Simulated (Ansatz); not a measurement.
# CaO: the cost of one run

Method: DFT PBEsol, scalar-relativistic, plane waves, PAW, in Ansatz 0.2.0.

## 1. The structure to begin with

The structure is hexagonal, space group P6_3/mmc (No. 194). The conventional cell has a = 3.992 Å, b = 3.992 Å, c = 4.785 Å, α = 90.00°, β = 90.00°, γ = 120.00°. Ca (site symmetry -6m2) has 5 O at 2.30 to 2.39 Å as nearest neighbours. O (site symmetry -6m2) is surrounded by 5 Ca at 2.30 to 2.39 Å.

As a file:

```cif
data_structure
_symmetry_space_group_name_H-M 'P6_3/mmc'
_symmetry_Int_Tables_number 194
_cell_length_a 3.9920
_cell_length_b 3.9920
_cell_length_c 4.7848
_cell_angle_alpha 90.000
_cell_angle_beta 90.000
_cell_angle_gamma 120.000
_cell_volume 66.03
loop_
_atom_site_label
_atom_site_type_symbol
_atom_site_symmetry_multiplicity
_atom_site_Wyckoff_symbol
_atom_site_fract_x
_atom_site_fract_y
_atom_site_fract_z
_atom_site_occupancy
Ca1 Ca 2 d 0.33333 0.66667 0.75000 1
O1 O 2 c 0.33333 0.66667 0.25000 1
```

The structure comes from the Materials Project (structure only).

## 2. A distortion that keeps the symmetry

Against the listed cell: strain xx, yy, zz, yz, xz, xy = +7.7, +7.7, -1.3, +0.0, +0.0, +0.0 %.

input.yaml reads:

```yaml
crystal:
  lattice:
    - [4.298040611, 0.0, 0.0]
    - [-2.1490203054, 3.7222123556, 0.0]
    - [0.0, 0.0, 4.7210580927]
  atoms:
    - { symbol: Ca, position: [0.33333333, 0.66666667, 0.75] }
    - { symbol: Ca, position: [0.66666667, 0.33333333, 0.25] }
    - { symbol: O, position: [0.33333333, 0.66666667, 0.25] }
    - { symbol: O, position: [0.66666667, 0.33333333, 0.75] }
basis:
  ecutwfc: 420
kpoints:
  mp_grid: { grid: [9, 9, 6] }
hamiltonian:
  xc: pbesol
scf:
  occupations: { method: gaussian, width: 0.02 }
output:
  forces: true
  stress: true
  eigenvalues: true
```

On the command line:

```bash
> ansatz run input.yaml --threads 1 --pin off --max-ram 1331MiB --backend cpu --events-out ev --progress --plain --runs-dir out
```

**Question.** How long does this run take on 1 thread of an x86-64 CPU, shared host, and how much memory does it need?

About 7.5 s, with a peak of 0.37 GiB.
